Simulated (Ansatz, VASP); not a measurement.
**One calculation of SiO2, two programs**

The input INCAR:

```
PREC = Accurate
ENCUT = 520
EDIFF = 1E-8
ISMEAR = -1
SIGMA = 0.03
LREAL = F
LASPH = T
NELM = 80
ALGO = Normal
ISIF = 2
LWAVE = F
LCHARG = F
GGA = PS
LEFG = T
NBANDS = 25
```

File KPOINTS:

```
Automatic mesh
0
Gamma
  7 7 7
```

The input POSCAR:

```
SiO2
1.0
   -2.4206118211      2.4206118211      3.8174304072
    2.4206118211     -2.4206118211      3.8174304072
    2.4206118211      2.4206118211     -3.8174304072
Si O
2 4
Direct
    0.0000000000      0.0000000000      0.0000000000
    0.7500000000      0.2500000000      0.5000000000
    0.9983800000      0.6250000000      0.8733800000
    0.3750000000      0.2483800000      0.3733800000
    0.7516200000      0.1250000000      0.1266200000
    0.8750000000      0.0016200000      0.6266200000
```

Input for Ansatz:

```yaml
crystal:
  lattice:
    - [-2.4206118211, 2.4206118211, 3.8174304072]
    - [2.4206118211, -2.4206118211, 3.8174304072]
    - [2.4206118211, 2.4206118211, -3.8174304072]
  atoms:
    - { symbol: Si, position: [0.0, 0.0, 0.0] }
    - { symbol: Si, position: [0.75, 0.25, 0.5] }
    - { symbol: O, position: [0.99838, 0.625, 0.87338] }
    - { symbol: O, position: [0.375, 0.24838, 0.37338] }
    - { symbol: O, position: [0.75162, 0.125, 0.12662] }
    - { symbol: O, position: [0.875, 0.00162, 0.62662] }
kpoints:
  mp_grid: { grid: [7, 7, 7] }
scf:
  occupations: { method: fermi_dirac, width: 0.03 }
hamiltonian:
  xc: pbesol
  pseudopotentials: { kind: paw }
output:
  forces: true
  stress: true
  eigenvalues: true
  efg: { contact_densities: true }
  write_density: true
  write_potential: true
  elf: true
  volumetric_format: npy
```

Change from the starting cell: volume scaled by 1.06, PAW files.

Alike in both runs: task electric field gradients; functional PBEsol; k mesh 7 × 7 × 7; occupations fermi-dirac, width 0.03 eV; no spin polarisation.

|  | VASP | Ansatz |
| --- | --- | --- |
| version | VASP 6.6.1 | Ansatz 0.2.0 |
| potentials or method | VASP PAW PBE potentials, release 64 (Si, O) | PAW with Ansatz's default frozen-core files, scalar-relativistic |
| plane-wave cutoff (eV) | 520 | 420 |
| valence electrons in the cell | 32 | 32 |

VASP gave:

```
gap on the k mesh at the Fermi level (eV)                      : 5.57
pressure (GPa)                                                 : -7.3
largest component of the traceless stress (GPa)                : 1.48
rms of the force components (eV/Å)                             : 0.313
Vzz of the field gradient on the site that differs most (V/Å²) : 92.7
```

What did Ansatz give for the same quantities?

gap on the k mesh at the Fermi level (eV): 5.57; pressure (GPa): -7.7; largest component of the traceless stress (GPa): 1.54; rms of the force components (eV/Å): 0.324; Vzz of the field gradient on the site that differs most (V/Å²): 96.4.

Atom by atom the forces differ by 0.011 eV/Å (rms over components). The functional is the same, so the differences come from potentials, cutoffs and numerics.

Caveats: the PAW data sets were made with another functional, which shifts forces and pressure a little (VASP); an odd mesh through Γ misses points on the zone boundary, where band edges often lie.
